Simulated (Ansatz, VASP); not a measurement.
**Two plane-wave programs on GaN**

```xyz
2
Lattice="0.0000 2.2384 2.2384 2.2384 0.0000 2.2384 2.2384 2.2384 0.0000" Properties=species:S:1:pos:R:3 pbc="T T T"
Ga    0.0000    0.0000    0.0000
N     1.1192    1.1192    1.1192
```

Change from the starting cell: volume scaled by 0.98.

Alike in both runs: task single point; functional PBEsol; k mesh 10 × 10 × 10; occupations fermi-dirac, width 0.05 eV; no spin polarisation.

|  | VASP | Ansatz |
| --- | --- | --- |
| version | VASP 6.6.1 | Ansatz 0.2.0 |
| potentials or method | VASP PAW PBE potentials, release 64 (Ga_d, N) | Ansatz PAW |
| plane-wave cutoff (eV) | 520 | 420 |
| valence electrons in the cell | 18 | 18 |

Ansatz gave:

```
gap on the k mesh at the Fermi level (eV) : 1.79
least direct gap on the mesh (eV)         : 1.79
pressure (GPa)                            : 2.8
```

**Question.** What did VASP give for the same quantities?

**Answer.** gap on the k mesh at the Fermi level (eV): 1.81; least direct gap on the mesh (eV): 1.81; pressure (GPa): 2.5.

Caveats: the PAW data sets were made with another functional, which shifts forces and pressure a little (VASP); the pressure holds a Pulay correction of +0.5 GPa for the finite cutoff (Ansatz); the PAW data sets come from PBE, with cores solved anew for the run's functional, which leaves a small shift of forces and pressure (Ansatz).
